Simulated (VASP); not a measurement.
# SnO (P4/nmm) in VASP: further runs

The runs below take SnO through single point, relaxation of cell and atoms, with PBE, rev-vdW-DF2, optB88-vdW, BEEF-vdW.

Program: VASP 6.6.1. These are calculated values, not measurements. Logs are shortened: lines on timing, memory, paths and dates and some standing lists are left out, and cuts for length are marked.

### Step 1. The crystal as given

It takes space group P4/nmm (No. 129, tetragonal). Conventional cell: a = 3.814 Å, b = 3.814 Å, c = 4.887 Å, α = 90.00°, β = 90.00°, γ = 90.00°. Around Sn (site symmetry 4mm) lie 4 O at 2.23 Å. O (site symmetry -4m2) is surrounded by 4 Sn at 2.23 Å.

The cell is a database's computed one.

### Step 2. Single point, PBE

File INCAR:

```
PREC     = Accurate       # precision mode
ENCUT    = 520            # plane-wave cutoff, eV
EDIFF    = 1E-7           # SCF threshold, eV
ISMEAR   = 0              # smearing method
SIGMA    = 0.013000000000000001 # smearing width, eV
LREAL    = F              # projectors in reciprocal space
LASPH    = T              # aspherical terms in the spheres
NELM     = 80             # most SCF steps
ALGO     = Normal         # electronic algorithm
ISIF     = 2              # what is computed and relaxed
LWAVE    = F              # write WAVECAR
LCHARG   = F              # write CHGCAR
GGA      = PE             # functional
```

File KPOINTS:

```
regular mesh
0
Gamma
  7 7 6
```

File POSCAR:

```
SnO
1.0
    3.8136952200      0.0000000000      0.0000000000
    0.0000000000      3.8136952200      0.0000000000
    0.0000000000      0.0000000000      4.8869133000
Sn O
2 2
Direct
    0.5000000000      0.0000000000      0.7646261400
    0.0000000000      0.5000000000      0.2353738600
    0.0000000000      0.0000000000      0.0000000000
    0.5000000000      0.5000000000      0.0000000000
```

Potentials or basis: VASP PAW PBE potentials, release 64 (Sn_d, O).

Run with:

```bash
> cat potpaw_PBE.64/Sn_d/POTCAR potpaw_PBE.64/O/POTCAR > POTCAR
> mpirun -np 1 vasp_std > vasp.out
```

OUTCAR:

```text
PREC = Accurate
   ENCUT = 520
   EDIFF = 1E-7
   ISMEAR = 0
   LREAL = F
   LASPH = T
   NELM = 80
   ISIF = 2
   GGA = PE

 ion  position               nearest neighbor table
   1  0.500  0.000  0.765-   3 2.23   4 2.23   4 2.23   3 2.23   2 3.54   2 3.54   2 3.54   2 3.54
                             2 3.74   2 3.74   2 3.74   2 3.74
   2  0.000  0.500  0.235-   3 2.23   4 2.23   3 2.23   4 2.23   1 3.54   1 3.54   1 3.54   1 3.54
                             1 3.74   1 3.74   1 3.74   1 3.74
   3  0.000  0.000  0.000-   1 2.23   2 2.23   2 2.23   1 2.23
   4  0.500  0.500  0.000-   1 2.23   2 2.23   1 2.23   2 2.23

  LATTYP: Found a simple tetragonal cell.
 ALAT       =     3.8136952200
 C/A-ratio  =     1.2814116016

  Lattice vectors:

 A1 = (   3.8136952200,   0.0000000000,   0.0000000000)
 A2 = (   0.0000000000,   3.8136952200,   0.0000000000)
 A3 = (   0.0000000000,   0.0000000000,   4.8869133000)

Analysis of symmetry for initial positions (statically):
=====================================================================
 Subroutine PRICEL returns:
 Original cell was already a primitive cell.

 Routine SETGRP: Setting up the symmetry group for a
 simple tetragonal supercell.

 Subroutine GETGRP returns: Found 16 space group operations
 (whereof  8 operations were pure point group operations)
 out of a pool of 16 trial point group operations.

The static configuration has the point symmetry D_2d.
 The point group associated with its full space group is D_4h.

Analysis of symmetry for dynamics (positions and initial velocities):
=====================================================================
 Subroutine PRICEL returns:
 Original cell was already a primitive cell.

 Routine SETGRP: Setting up the symmetry group for a
 simple tetragonal supercell.

 Subroutine GETGRP returns: Found 16 space group operations
 (whereof  8 operations were pure point group operations)
 out of a pool of 16 trial point group operations.

The dynamic configuration has the point symmetry D_2d.
 The point group associated with its full space group is D_4h.

 Subroutine INISYM returns: Found 16 space group operations
 (whereof  8 operations are pure point group operations),
 and found     1 'primitive' translations

----------------------------------------------------------------------------------------

                                     Primitive cell

  volume of cell :      71.0766

  direct lattice vectors                    reciprocal lattice vectors
     3.813695220  0.000000000  0.000000000     0.262212878  0.000000000  0.000000000
     0.000000000  3.813695220  0.000000000     0.000000000  0.262212878  0.000000000
     0.000000000  0.000000000  4.886913300     0.000000000  0.000000000  0.204628144

  length of vectors
     3.813695220  3.813695220  4.886913300     0.262212878  0.262212878  0.204628144

  position of ions in fractional coordinates (direct lattice)
     0.500000000  0.000000000  0.764626140
     0.000000000  0.500000000  0.235373860
     0.000000000  0.000000000  0.000000000
     0.500000000  0.500000000  0.000000000

  ion indices of the primitive-cell ions
   primitive index   ion index
                 1           1
                 2           2
                 3           3
                 4           4

----------------------------------------------------------------------------------------

 KPOINTS: regular mesh

Automatic generation of k-mesh.
 Grid dimensions read from file:
 generate k-points for:    7    7    6

 Generating k-lattice:

  Cartesian coordinates                     Fractional coordinates (reciprocal lattice)
     0.037458983  0.000000000  0.000000000     0.142857143  0.000000000  0.000000000
     0.000000000  0.037458983  0.000000000     0.000000000  0.142857143  0.000000000
     0.000000000  0.000000000  0.034104691     0.000000000  0.000000000  0.166666667

  Length of vectors
     0.037458983  0.037458983  0.034104691

  Shift w.r.t. Gamma in fractional coordinates (k-lattice)
     0.000000000  0.000000000  0.000000000

 Subroutine IBZKPT returns following result:
 ===========================================

 Found     40 irreducible k-points:

 Following reciprocal coordinates:
            Coordinates               Weight
  0.000000  0.000000  0.000000      1.000000
  0.142857  0.000000  0.000000      4.000000
  0.285714  0.000000  0.000000      4.000000
  0.428571  0.000000  0.000000      4.000000
  0.142857  0.142857  0.000000      4.000000
  0.285714  0.142857  0.000000      8.000000
[... 16 lines left out ...]
  0.285714  0.000000  0.333333      8.000000
  0.428571  0.000000  0.333333      8.000000
 [... further k-points ...]
   k-points           NKPTS =     40   k-points in BZ     NKDIM =     40   number of bands    NBANDS=     24
   number of dos      NEDOS =    301   number of ions     NIONS =      4
   total plane-waves  NPLWV =  28224
   dimension x,y,z NGX =    28 NGY =   28 NGZ =   36
   dimension x,y,z NGXF=    56 NGYF=   56 NGZF=   72
   ions per type =               2   2
   NGX,Y,Z   is equivalent  to a cutoff of  12.21, 12.21, 12.25 a.u.
   NGXF,Y,Z  is equivalent  to a cutoff of  24.41, 24.41, 24.49 a.u.
 SYSTEM =  unknown system
   PREC   = accura    normal or accurate (medium, high low for compatibility)
   ISTART =      0    job   : 0-new  1-cont  2-samecut
   ICHARG =      2    charge: 1-file 2-atom 10-const
   ISPIN  =      1    spin polarized calculation?
   LNONCOLLINEAR =      F non collinear calculations
   LSORBIT =      F    spin-orbit coupling
   LASPH  =      T    aspherical Exc in radial PAW
   ENCUT  =  520.0 eV  38.22 Ry    6.18 a.u.   7.09  7.09  9.09*2*pi/ulx,y,z
   NELM   =     80;   NELMIN=  2; NELMDL= -5     # of ELM steps
   EDIFF  = 0.1E-06   stopping-criterion for ELM
   LREAL  =      F    real-space projection
   EDIFFG = 0.1E-05   stopping-criterion for IOM
   NSW    =      0    number of steps for IOM
   IBRION =     -1    ionic relax: 0-MD 1-quasi-New 2-CG
   NFREE  =      0    steps in history (QN), initial steepest desc. (CG)
   ISIF   =      2    stress and relaxation
   ISYM   =      2    0-nonsym 1-usesym 2-fastsym
   POTIM  = 0.5000    time-step for ionic-motion
   TEBEG  =    0.0;   TEEND  =   0.0 temperature during run
   PSTRESS=    0.0 pullay stress
   NELECT =      40.0000    total number of electrons
   NUPDOWN=      -1.0000    fix difference up-down
   EMIN   =  10.00;   EMAX   =-10.00  energy-range for DOS
   EFERMI =   0.00;   METHOD = LEGACY
   ISMEAR =     0;   SIGMA  =   0.01  broadening in eV -4-tet -1-fermi 0-gaus
   EFERMI_NEDOS =   21; number of points for ismear=-14 and -15
   IALGO  =     38    algorithm
   IMIX   =      4    mixing-type and parameters
     AMIX     =   0.40;   BMIX     =  1.00
     AMIX_MAG =   1.60;   BMIX_MAG =  1.00
  volume/ion in A,a.u.               =      17.77       119.91
  Fermi-wavevector in a.u.,A,eV,Ry     =   1.351614  2.554180 24.855939  1.826860
  Thomas-Fermi vector in A             =   2.479021
   LORBIT       =      0    0 simple, 1 ext, 2 COOP (PROOUT), +10 PAW based schemes
   GGA     = PE    functional components
   LHFCALC =     F    Hartree Fock is set to
   AEXX    =    0.0000 exact exchange contribution
   IVDW    =     0    specifies the selected vdW correction
   LEPSILON=     F    determine dielectric tensor
   LRPA    =     F    only Hartree local field effects (RPA)
 non-spin polarized calculation
 Gauss-broadening in eV      SIGMA  =   0.01
  energy-cutoff  :      520.00
  volume of cell :       71.08
 maximum number of plane-waves:      1930
   NGX = 15   NGY = 15   NGZ = 19

 number of electron      39.9999978 magnetization

 Free energy of the ion-electron system (eV)
  ---------------------------------------------------
  ext. energy  EPLUGINS =         0.00000000
  ---------------------------------------------------
  free energy    TOTEN  =       -22.68522991 eV

  energy without entropy =      -22.68522991  energy(sigma->0) =      -22.68522991

 E-fermi :   7.1099     XC(G=0): -10.1723

 val. band max:        7.0075222952   @ k =   0.0000   0.0000   0.0000
 cond. band min:       7.3921275119   @ k =   0.4286   0.4286   0.0000
 fundamental gap:      0.3846052167
 Fermi energy:         7.1099099070

 k-point     1 :       0.0000    0.0000    0.0000
  band No.  band energies     occupation
      1     -14.9956      2.00000
      2     -14.5603      2.00000
      3     -14.5601      2.00000
      4     -14.5601      2.00000
      5     -14.5180      2.00000
      6     -14.5079      2.00000
[... 16 lines left out ...]
     23      11.7463      0.00000
     24      11.7463      0.00000

 k-point     2 :       0.1429    0.0000    0.0000
  band No.  band energies     occupation
      1     -14.9847      2.00000
      2     -14.5661      2.00000
      3     -14.5562      2.00000
      4     -14.5557      2.00000
      5     -14.5215      2.00000
      6     -14.5199      2.00000
[... 16 lines left out ...]
     23      11.7670      0.00000
     24      11.8735      0.00000

 k-point     3 :       0.2857    0.0000    0.0000
  band No.  band energies     occupation
      1     -14.9540      2.00000
      2     -14.6903      2.00000
      3     -14.5448      2.00000
      4     -14.5445      2.00000
      5     -14.5243      2.00000
      6     -14.5238      2.00000
[... 16 lines left out ...]
     23      11.7358      0.00000
     24      12.2314      0.00000
[... 514 lines left out ...]
 k-point    23 :       0.2857    0.0000    0.3333
  band No.  band energies     occupation
      1     -14.9520      2.00000
      2     -14.7103      2.00000
      3     -14.5536      2.00000
      4     -14.5304      2.00000
      5     -14.5295      2.00000
      6     -14.5279      2.00000
[... 16 lines left out ...]
     23      11.1027      0.00000
     24      12.6972      0.00000

 k-point    24 :       0.4286    0.0000    0.3333
  band No.  band energies     occupation
      1     -14.9081      2.00000
      2     -14.8302      2.00000
      3     -14.5555      2.00000
      4     -14.5473      2.00000
      5     -14.5219      2.00000
      6     -14.5185      2.00000
[... 16 lines left out ...]
     23      12.0315      0.00000
     24      12.9759      0.00000

 [... further k-points ...]
[... 5 lines left out ...]
  --------------------------------------------------------------------------------------
  -------------------------------------------------------------------------------------
  Total        1.8349081      1.8349081      1.4285569      0.0000000      0.0000000      0.0000000
  in kB       41.3616930     41.3616930     32.2019031      0.0000000      0.0000000      0.0000000
  external PRESSURE =      38.3084297 kB  Pullay stress =       0.0000000 kB

 VOLUME and BASIS-vectors are now :
 -----------------------------------------------------------------------------
  energy-cutoff  :      520.00
  volume of cell :       71.08
      direct lattice vectors                 reciprocal lattice vectors
     3.813695220  0.000000000  0.000000000     0.262212878  0.000000000  0.000000000
     0.000000000  3.813695220  0.000000000     0.000000000  0.262212878  0.000000000
     0.000000000  0.000000000  4.886913300     0.000000000  0.000000000  0.204628144

 POSITION                                       TOTAL-FORCE (eV/Angst)
 -----------------------------------------------------------------------------------
      1.90685      0.00000      3.73666         0.000000     -0.000000     -0.455276
      0.00000      1.90685      1.15025        -0.000000     -0.000000      0.455276
      0.00000      0.00000      0.00000         0.000000      0.000000      0.000000
      1.90685      1.90685      0.00000         0.000000     -0.000000      0.000000
 -----------------------------------------------------------------------------------
    total drift:                                0.000000      0.000000      0.000000

  FREE ENERGIE OF THE ION-ELECTRON SYSTEM (eV)
  ---------------------------------------------------
  free  energy   TOTEN  =       -22.6852299076 eV

  energy  without entropy=      -22.6852299076  energy(sigma->0) =      -22.68522991
```

It took 63 s on 1 thread of Intel Xeon 6975P-C (Granite Rapids), shared host; peak memory 0.2 GiB.

Results:

```
Free energy            : -22.6852 eV
Pressure               : 3.8 GPa
Largest force          : 0.455 eV/Å
Band gap on the k mesh : 0.38 eV, indirect (least direct gap 2.05 eV)
```

Forces in eV/Å, atoms in the order of the input:
```
Sn   0.000  0.000 -0.455
Sn   0.000  0.000  0.455
O    0.000  0.000  0.000
O    0.000  0.000  0.000
```

Stress tensor (GPa, compression positive):
```
4.14 0.00 0.00
0.00 4.14 0.00
0.00 0.00 3.22
```

Caveat: spin-orbit coupling is left out, which moves the levels of the heavy elements; an odd mesh through Γ misses points on the zone boundary, where band edges often lie.

### Step 3. Relaxation of cell and atoms, rev-vdW-DF2

File INCAR:

```
PREC = Accurate ; ENCUT = 600
EDIFF = 1E-7 ; ISMEAR = -1
SIGMA = 0.05 ; LREAL = False
LASPH = True ; NELM = 100
ALGO = Fast ; ISIF = 3
LWAVE = False ; LCHARG = False
GGA = MK ; LUSE_VDW = True
AGGAC = 0.0 ; PARAM1 = 0.1234
PARAM2 = 0.711357 ; ZAB_VDW = -1.8867
IBRION = 2 ; NSW = 40
EDIFFG = -0.01
```

File KPOINTS:

```
Automatic mesh
0
Gamma
  7 7 6
```

POSCAR is that of step 2.

Potentials or basis: VASP PAW PBE potentials, release 64 (Sn_d, O).

Run with:

```bash
> cat potpaw_PBE.64/Sn_d/POTCAR potpaw_PBE.64/O/POTCAR > POTCAR
> mpirun -np 1 vasp_std > vasp.out
```

OUTCAR:

```text
PREC = Accurate
   ENCUT = 600
   EDIFF = 1E-7
   ISMEAR = -1
   LREAL = False
   LASPH = True
   NELM = 100
   ISIF = 3
   GGA = MK
   IBRION = 2
   NSW = 40
   EDIFFG = -0.01

 ion  position               nearest neighbor table
   1  0.500  0.000  0.765-   3 2.23   4 2.23   4 2.23   3 2.23   2 3.54   2 3.54   2 3.54   2 3.54
                             2 3.74   2 3.74   2 3.74   2 3.74
   2  0.000  0.500  0.235-   3 2.23   4 2.23   3 2.23   4 2.23   1 3.54   1 3.54   1 3.54   1 3.54
                             1 3.74   1 3.74   1 3.74   1 3.74
   3  0.000  0.000  0.000-   1 2.23   2 2.23   2 2.23   1 2.23
   4  0.500  0.500  0.000-   1 2.23   2 2.23   1 2.23   2 2.23

  LATTYP: Found a simple tetragonal cell.
 ALAT       =     3.8136952200
 C/A-ratio  =     1.2814116016

[... 390 lines left out ...]
--------------------------------------- Ionic step       11  -------------------------------------------

 number of electron      40.0000007 magnetization

 Free energy of the ion-electron system (eV)
  ---------------------------------------------------
  ext. energy  EPLUGINS =         0.00000000
  ---------------------------------------------------
  free energy    TOTEN  =       -14.54306982 eV

  energy without entropy =      -14.54289567  energy(sigma->0) =      -14.54298275

 E-fermi :   6.8418     XC(G=0): -10.2516

 val. band max:        6.6152114975   @ k =   0.0000   0.0000   0.0000
 cond. band min:       7.0678185977   @ k =   0.4286   0.4286   0.0000
 fundamental gap:      0.4526071002
 Fermi energy:         6.8418098122

 k-point     1 :       0.0000    0.0000    0.0000
  band No.  band energies     occupation
      1     -15.1429      2.00000
      2     -14.7640      2.00000
      3     -14.7640      2.00000
      4     -14.7606      2.00000
      5     -14.7264      2.00000
      6     -14.7164      2.00000
[... 637 lines left out ...]
     23      11.5595      0.00000
     24      12.6271      0.00000

 [... further k-points ...]
[... 5 lines left out ...]
  --------------------------------------------------------------------------------------
  -------------------------------------------------------------------------------------
  Total        0.0087587      0.0087587     -0.0116770      0.0000000      0.0000000      0.0000000
  in kB        0.1957480      0.1957480     -0.2609673      0.0000000      0.0000000      0.0000000
  external PRESSURE =       0.0435096 kB  Pullay stress =       0.0000000 kB
[... 23 lines left out ...]
  energy  without entropy=      -14.5428956748  energy(sigma->0) =      -14.54298275

Total vdW correction in eV:      6.7717473

 reached required accuracy - stopping structural energy minimisation
```

CONTCAR:

```text
SnO
   1.00000000000000
     3.8444878659496284    0.0000000000000000    0.0000000000000000
     0.0000000000000000    3.8444878659496284   -0.0000000000000000
     0.0000000000000000    0.0000000000000000    4.8504001289259069
  Sn              O
     2     2
Direct
     0.5000000000000000    0.0000000000000000    0.7607609608072129
     1.0000000000000000    0.5000000000000000    0.2392390391927871
     0.0000000000000000    1.0000000000000000    0.0000000000000000
     0.5000000000000000    0.5000000000000000    0.0000000000000000

  0.00000000E+00  0.00000000E+00  0.00000000E+00
  0.00000000E+00  0.00000000E+00  0.00000000E+00
  0.00000000E+00  0.00000000E+00  0.00000000E+00
  0.00000000E+00  0.00000000E+00  0.00000000E+00
```

Run time: 16 min. Hardware: 1 thread of Intel Xeon 6975P-C (Granite Rapids), shared host; peak memory 0.47 GiB.

What came out:

```
Free energy                            : -14.5431 eV
Relaxed volume                         : 17.92 Å³/atom
Relaxed cell                           : a = 3.844 Å, b = 3.844 Å, c = 4.850 Å, α = 90.00°, β = 90.00°, γ = 90.00°
Space group after relaxing (to 0.05 Å) : P4/nmm (No. 129)
Energy gained by relaxing              : 3.3 meV/atom
Ionic steps                            : 11
Pressure after relaxing                : 0.0 GPa
Band gap on the k mesh                 : 0.45 eV, indirect (least direct gap 2.08 eV)
```

The path:
```
step  energy change (eV)  largest force (eV/Å)  pressure (GPa)  volume (Å³)
   1              0.0000                0.3967            2.15        71.08
   2              0.0001                0.3866           -2.07        73.55
   3             -0.0119                0.0043           -0.04        72.29
   4             -0.0119                0.0037           -0.01        72.27
   5             -0.0123                0.0172           -0.01        72.25
   6             -0.0126                0.0468           -0.05        72.21
   7             -0.0128                0.0168           -0.14        72.12
   8             -0.0130                0.0181           -0.24        72.02
   9             -0.0131                0.0107           -0.13        71.89
  10             -0.0131                0.0075           -0.10        71.82
  11             -0.0132                0.0002            0.00        71.69
```

Final structure:
```xyz
4
Lattice="3.8445 0.0000 0.0000 0.0000 3.8445 0.0000 0.0000 0.0000 4.8504" Properties=species:S:1:pos:R:3 pbc="T T T"
Sn    1.9222    0.0000    3.6900
Sn    3.8445    1.9222    1.1604
O     0.0000    3.8445    0.0000
O     1.9222    1.9222    0.0000
```

Caveat: the PAW data sets were made with another functional, which shifts forces and pressure a little; spin-orbit coupling is left out, which moves the levels of the heavy elements; an odd mesh through Γ misses points on the zone boundary, where band edges often lie.

[end of part 1 of 2]
